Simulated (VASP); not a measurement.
# PbSe (Clausthalite) (Fm-3m) in VASP: settings compared

The runs below take PbSe (Clausthalite) through single point, relaxation of cell and atoms, with SCAN, PBEsol, PBE.

All numbers are computed with VASP 6.6.1; they aren't measurements. Logs are shortened: lines on timing, memory, paths and dates and some standing lists are left out, and cuts for length are marked.

**The experiment to reproduce.**

A printed reference work, monograph reports, for a bulk crystal of PbSe at 4.2 K: band gap 0.15 eV (direct).

The runs below are set against these values where they give the same quantity.

### 1 The crystal as given

The structure is cubic, space group Fm-3m (No. 225). Conventional cell: a = 6.124 Å, b = 6.124 Å, c = 6.124 Å, α = 90.00°, β = 90.00°, γ = 90.00°. Pb (site symmetry m-3m) is surrounded by 6 Se at 3.06 Å. Se (site symmetry m-3m) has 6 Pb at 3.06 Å as nearest neighbours.

### 2 Single point, SCAN, non-collinear spin, zero start, spin-orbit coupling

The input, INCAR:

```
SYSTEM = PbSe
ALGO     = Normal         ! electronic algorithm
EDIFF    = 1E-6           ! SCF threshold, eV
ENCUT    = 520            ! plane-wave cutoff, eV
GGA_COMPAT= .FALSE.      
ISIF     = 2              ! what is computed and relaxed
ISMEAR   = 0              ! smearing method
LASPH    = .TRUE.         ! aspherical terms in the spheres
LCHARG   = .TRUE.         ! write CHGCAR
LMIXTAU  = .TRUE.       
LORBIT   = 11             ! projections on sites
LREAL    = .FALSE.        ! projectors in reciprocal space
LSORBIT  = .TRUE.         ! spin-orbit coupling
LVHAR    = .TRUE.       
LWAVE    = .FALSE.        ! write WAVECAR
MAGMOM   = 0 0 0 0 0 0    ! initial moments
METAGGA  = SCAN           ! meta-GGA
NBANDS   = 32             ! bands
NELM     = 80             ! most SCF steps
PREC     = Accurate       ! precision mode
SIGMA    = 0.02           ! smearing width, eV
```

The input, KPOINTS:

```
k-points
0
G
  8 8 8
  0 0 0
```

The input, POSCAR:

```
PbSe
1.0
    0.0000000000      3.0621500000      3.0621500000
    3.0621500000      0.0000000000      3.0621500000
    3.0621500000      3.0621500000      0.0000000000
Pb Se
1 1
Direct
    0.0000000000      0.0000000000      0.0000000000
    0.5000000000      0.5000000000      0.5000000000
```

Potentials or basis: VASP PAW PBE potentials, release 64 (Pb_d, Se).

On the command line:

```
cat potpaw_PBE.64/Pb_d/POTCAR potpaw_PBE.64/Se/POTCAR > POTCAR
mpirun -np 1 vasp_ncl > vasp.out
```

OUTCAR:

```text
SYSTEM = PbSe
   EDIFF = 1E-6
   ENCUT = 520
   ISIF = 2
   ISMEAR = 0
   LASPH = .TRUE.
   LORBIT = 11
   LREAL = .FALSE.
   LSORBIT = .TRUE.
   METAGGA = SCAN
   NELM = 80
   PREC = Accurate

 ion  position               nearest neighbor table
   1  0.000  0.000  0.000-   2 3.06   2 3.06   2 3.06   2 3.06   2 3.06   2 3.06
   2  0.500  0.500  0.500-   1 3.06   1 3.06   1 3.06   1 3.06   1 3.06   1 3.06

  LATTYP: Found a face centered cubic cell.
 ALAT       =     6.1243000000

  Lattice vectors:

 A1 = (   0.0000000000,   3.0621500000,   3.0621500000)
 A2 = (   3.0621500000,   0.0000000000,   3.0621500000)
 A3 = (   3.0621500000,   3.0621500000,   0.0000000000)

Analysis of symmetry for initial positions (statically):
=====================================================================
 Subroutine PRICEL returns:
 Original cell was already a primitive cell.

 Routine SETGRP: Setting up the symmetry group for a
 face centered cubic supercell.

 Subroutine GETGRP returns: Found 48 space group operations
 (whereof 48 operations were pure point group operations)
 out of a pool of 48 trial point group operations.

The static configuration has the point symmetry O_h .

Analysis of symmetry for dynamics (positions and initial velocities):
=====================================================================
 Subroutine PRICEL returns:
 Original cell was already a primitive cell.

 Routine SETGRP: Setting up the symmetry group for a
 face centered cubic supercell.

 Subroutine GETGRP returns: Found 48 space group operations
 (whereof 48 operations were pure point group operations)
 out of a pool of 48 trial point group operations.

The dynamic configuration has the point symmetry O_h .

Analysis of structural, dynamic, and magnetic symmetry:
=====================================================================
 Subroutine PRICEL returns:
 Original cell was already a primitive cell.

 Routine SETGRP: Setting up the symmetry group for a
 face centered cubic supercell.

 Subroutine GETGRP returns: Found 48 space group operations
 (whereof 48 operations were pure point group operations)
 out of a pool of 48 trial point group operations.

The overall configuration has the point symmetry O_h .

 Subroutine INISYM returns: Found 48 space group operations
 (whereof 48 operations are pure point group operations),
 and found     1 'primitive' translations
[... 1005 lines left out ...]
  in kB        5.4843793      5.4843793      5.4843793      0.0000000     -0.0000000      0.0000000
  external PRESSURE =       5.4843793 kB  Pullay stress =       0.0000000 kB

 VOLUME and BASIS-vectors are now :
 -----------------------------------------------------------------------------
  energy-cutoff  :      520.00
  volume of cell :       57.43
      direct lattice vectors                 reciprocal lattice vectors
     0.000000000  3.062150000  3.062150000    -0.163283967  0.163283967  0.163283967
     3.062150000  0.000000000  3.062150000     0.163283967 -0.163283967  0.163283967
     3.062150000  3.062150000  0.000000000     0.163283967  0.163283967 -0.163283967

 POSITION                                       TOTAL-FORCE (eV/Angst)
 -----------------------------------------------------------------------------------
      0.00000      0.00000      0.00000         0.000000     -0.000000      0.000000
      3.06215      3.06215      3.06215        -0.000000      0.000000     -0.000000
 -----------------------------------------------------------------------------------
    total drift:                                0.000000     -0.000000     -0.000000

  FREE ENERGIE OF THE ION-ELECTRON SYSTEM (eV)
  ---------------------------------------------------
  free  energy   TOTEN  =       -97.3679234551 eV

  energy  without entropy=      -97.3677472415  energy(sigma->0) =      -97.36783535

 Spin-Orbit-Coupling matrix elements

 Ion:    1  E_soc:     -0.8554700
 l=   1
     0.0000000    -0.0779131    -0.0779131
    -0.0779131     0.0000000    -0.0779131
    -0.0779131    -0.0779131     0.0000000
 l=   2
     0.0000000    -0.0129947     0.0000000    -0.0129947    -0.0516705
    -0.0129947     0.0000000    -0.0387529    -0.0129947    -0.0129176
     0.0000000    -0.0387529     0.0000000    -0.0387529     0.0000000
    -0.0129947    -0.0129947    -0.0387529     0.0000000    -0.0129176
    -0.0516705    -0.0129176     0.0000000    -0.0129176     0.0000000
 l=   3
     0.0000000     0.0000000     0.0000000     0.0000000     0.0000000     0.0000000     0.0000000
     0.0000000     0.0000000     0.0000000     0.0000000     0.0000000     0.0000000     0.0000000
     0.0000000     0.0000000     0.0000000     0.0000000     0.0000000     0.0000000     0.0000000
     0.0000000     0.0000000     0.0000000     0.0000000     0.0000000     0.0000000     0.0000000
     0.0000000     0.0000000     0.0000000     0.0000000     0.0000000     0.0000000     0.0000000
     0.0000000     0.0000000     0.0000000     0.0000000     0.0000000     0.0000000     0.0000000
     0.0000000     0.0000000     0.0000000     0.0000000     0.0000000     0.0000000     0.0000000

 Ion:    2  E_soc:     -0.0473908
 l=   1
     0.0000000    -0.0079145    -0.0079145
    -0.0079145     0.0000000    -0.0079145
    -0.0079145    -0.0079145     0.0000000
 l=   2
     0.0000000    -0.0000019     0.0000000    -0.0000019     0.0000180
    -0.0000019     0.0000000     0.0000135    -0.0000019     0.0000045
     0.0000000     0.0000135     0.0000000     0.0000135     0.0000000
    -0.0000019    -0.0000019     0.0000135     0.0000000     0.0000045
     0.0000180     0.0000045     0.0000000     0.0000045     0.0000000
 l=   3
     0.0000000     0.0000000     0.0000000     0.0000000     0.0000000     0.0000000     0.0000000
     0.0000000     0.0000000     0.0000000     0.0000000     0.0000000     0.0000000     0.0000000
     0.0000000     0.0000000     0.0000000     0.0000000     0.0000000     0.0000000     0.0000000
     0.0000000     0.0000000     0.0000000     0.0000000     0.0000000     0.0000000     0.0000000
     0.0000000     0.0000000     0.0000000     0.0000000     0.0000000     0.0000000     0.0000000
     0.0000000     0.0000000     0.0000000     0.0000000     0.0000000     0.0000000     0.0000000
     0.0000000     0.0000000     0.0000000     0.0000000     0.0000000     0.0000000     0.0000000

 total charge

# of ion       s       p       d       tot
------------------------------------------
    1        1.508   0.553   9.833  11.894
    2        1.472   2.354   0.017   3.844
--------------------------------------------------
tot          2.980   2.907   9.850  15.738

 magnetization (x)

# of ion       s       p       d       tot
------------------------------------------
    1       -0.000   0.000   0.000  -0.000
    2        0.000   0.000   0.000   0.000
--------------------------------------------------
tot         -0.000   0.000   0.000  -0.000

 magnetization (y)

# of ion       s       p       d       tot
------------------------------------------
    1        0.000   0.000  -0.000   0.000
    2        0.000   0.000   0.000   0.000
--------------------------------------------------
tot          0.000   0.000  -0.000   0.000

 magnetization (z)

# of ion       s       p       d       tot
------------------------------------------
    1       -0.000   0.000  -0.000  -0.000
    2        0.000   0.000   0.000   0.000
--------------------------------------------------
tot          0.000   0.000  -0.000   0.000
```

stdout:

```text
POSCAR found type information on POSCAR PbSe
 POSCAR found :  2 types and       2 ions
 scaLAPACK will be used
 -----------------------------------------------------------------------------
|                                                                             |
|                                                                             |
|     You enforced a specific xc type in the INCAR file but a different       |
|     I HOPE YOU KNOW WHAT YOU ARE DOING!                                     |
|                                                                             |
 -----------------------------------------------------------------------------

 LDA part: xc-table for (None), standard interpolation
 POSCAR, INCAR and KPOINTS ok, starting setup
 FFT: planning ... GRIDC
 FFT: planning ... GRID_SOFT
 FFT: planning ... GRID
 WAVECAR not read
 entering main loop
```

Run time: 9.1 min. Hardware: 1 thread of AMD EPYC 9R45 (Zen 5), shared host; peak memory 0.39 GiB.

What came out:

```
Free energy                                           : -97.3679 eV
Pressure                                              : 0.5 GPa
Net moment                                            : 0.00 μB per cell
Valence electrons inside the program's atomic spheres : Pb 11.89; Se 3.84
```

Moments on the atoms (μB; x, y, z):
```
Pb  0.00 0.00 0.00
Se  0.00 0.00 0.00
```

Caveat: the PAW data sets were made with another functional, which shifts forces and pressure a little.

### 3 Relaxation of cell and atoms, PBEsol

The input, INCAR:

```
PREC     = Accurate       # precision mode
ENCUT    = 520            # plane-wave cutoff, eV
EDIFF    = 1E-6           # SCF threshold, eV
ISMEAR   = 0              # smearing method
SIGMA    = 0.02           # smearing width, eV
LREAL    = F              # projectors in reciprocal space
LASPH    = T              # aspherical terms in the spheres
NELM     = 100            # most SCF steps
ALGO     = Normal         # electronic algorithm
ISIF     = 3              # what is computed and relaxed
LWAVE    = F              # write WAVECAR
LCHARG   = F              # write CHGCAR
GGA      = PS             # functional
IBRION   = 2              # ionic algorithm
NSW      = 60             # ionic steps
EDIFFG   = -0.003         # ionic threshold
```

The input, KPOINTS:

```
Automatic mesh
0
Gamma
  8 8 8
```

POSCAR is that of step 2.

Potentials or basis: VASP PAW PBE potentials, release 64 (Pb_d, Se).

On the command line:

```
cat potpaw_PBE.64/Pb_d/POTCAR potpaw_PBE.64/Se/POTCAR > POTCAR
mpirun -np 1 vasp_std > vasp.out
```

It took 21 s on 1 thread of Intel Xeon Platinum 8488C (Sapphire Rapids), shared host; peak memory 0.19 GiB.

The run converged. Its results:

* Free energy: -8.9178 eV
* Relaxed volume: 28.41 Å³/atom
* Relaxed cell: a = 4.315 Å, b = 4.315 Å, c = 4.315 Å, α = 60.00°, β = 60.00°, γ = 60.00°
* Space group after relaxing (to 0.05 Å): Fm-3m (No. 225)
* Energy gained by relaxing: 0.5 meV/atom
* Ionic steps: 3
* Pressure after relaxing: 0.0 GPa
* Band gap on the k mesh: 0.17 eV, direct

The path:
```
step  energy change (eV)  largest force (eV/Å)  pressure (GPa)  volume (Å³)
   1              0.0000                0.0000           -0.57        57.43
   2             -0.0009                0.0000            0.23        56.58
   3             -0.0011                0.0000            0.00        56.82
```

Final structure:
```
Pb Se
1.0
     0.00000    3.05125    3.05125
     3.05125    0.00000    3.05125
     3.05125    3.05125    0.00000
Pb Se
1 1
Direct
  0.00000 0.00000 0.00000
  0.50000 0.50000 0.50000
```

Levels at points of the mesh, in eV from the valence-band top:
| k point | band 7 | band 8 | band 9 | band 10 | band 11 | band 12 | band 13 | band 14 |
| --- | --- | --- | --- | --- | --- | --- | --- | --- |
| (0.00, 0.00, 0.00) | -6.32 | -1.92 | -1.92 | -1.92 | 4.69 | 4.69 | 4.69 | 6.42 |
| (0.50, 0.00, 0.00) | -8.90 | -1.50 | -1.50 | 0.00 | 0.17 | 1.62 | 1.62 | 8.42 |
| (0.50, 0.50, 0.00) | -7.43 | -5.11 | -3.31 | -3.31 | 3.53 | 5.61 | 5.61 | 6.04 |

Caveat: the PAW data sets were made with another functional, which shifts forces and pressure a little; spin-orbit coupling is left out, which as a rule narrows the gap of such compounds by several tenths of an eV. A k mesh can miss the band edges.

### 4 Relaxation of cell and atoms, SCAN

The input, INCAR:

```
  ALGO = Normal
  EDIFF = 1E-6
  EDIFFG = -0.003
  ENCUT = 520
  IBRION = 2
  ISIF = 3
  ISMEAR = 0
  LASPH = T
  LCHARG = F
  LMIXTAU = T
  LREAL = F
  LWAVE = F
  METAGGA = SCAN
  NELM = 60
  NSW = 60
  PREC = Accurate
  SIGMA = 0.02
```

The input, KPOINTS:

```
k-points
0
Gamma
  8 8 8
```

POSCAR is that of step 3.

On the command line:

```
cat potpaw_PBE.64/Pb_d/POTCAR potpaw_PBE.64/Se/POTCAR > POTCAR
mpirun -np 1 vasp_std > vasp.out
```

It took 2.5 min on 1 thread of Intel Xeon 6975P-C (Granite Rapids), shared host; peak memory 0.21 GiB.

Results (log left out):

```yaml
Free_energy: -96.9430 eV
Relaxed_volume: 29.16 Å³/atom
Relaxed_cell: a = 4.353 Å, b = 4.353 Å, c = 4.353 Å, α = 60.00°, β = 60.00°, γ = 60.00°
Space_group_after_relaxing_to_0.05_Å: Fm-3m (No. 225)
Energy_gained_by_relaxing: 1.0 meV/atom
Ionic_steps: 4
Pressure_after_relaxing: 0.0 GPa
Band_gap_on_the_k_mesh: 0.56 eV, direct
```

The path:
```
step  energy change (eV)  largest force (eV/Å)  pressure (GPa)  volume (Å³)
   1              0.0000                0.0000            0.82        57.43
   2             -0.0016                0.0000           -0.30        58.66
   3             -0.0020                0.0000            0.05        58.26
   4             -0.0020                0.0000           -0.01        58.31
```

Final structure:
```yaml
crystal:
  lattice:
    - [0.00000, 3.07784, 3.07784]
    - [3.07784, 0.00000, 3.07784]
    - [3.07784, 3.07784, 0.00000]
  atoms:
    - { symbol: Pb, position: [0.00000, 0.00000, 0.00000] }
    - { symbol: Se, position: [0.50000, 0.50000, 0.50000] }
```

Levels at points of the mesh, in eV from the valence-band top:
| k point | band 6 | band 7 | band 8 | band 9 | band 10 | band 11 | band 12 | band 13 | band 14 |
| --- | --- | --- | --- | --- | --- | --- | --- | --- | --- |
| (0.00, 0.00, 0.00) | -14.01 | -6.56 | -1.91 | -1.91 | -1.91 | 4.78 | 4.78 | 4.78 | 7.17 |
| (0.50, 0.00, 0.00) | -12.94 | -9.10 | -1.45 | -1.45 | 0.00 | 0.56 | 1.82 | 1.82 | 9.17 |
| (0.50, 0.50, 0.00) | -12.56 | -7.72 | -4.96 | -3.24 | -3.24 | 4.26 | 5.74 | 5.74 | 6.28 |

Caveat: the PAW data sets were made with another functional, which shifts forces and pressure a little; spin-orbit coupling is left out, which as a rule narrows the gap of such compounds by several tenths of an eV.

[end of part 1 of 2]
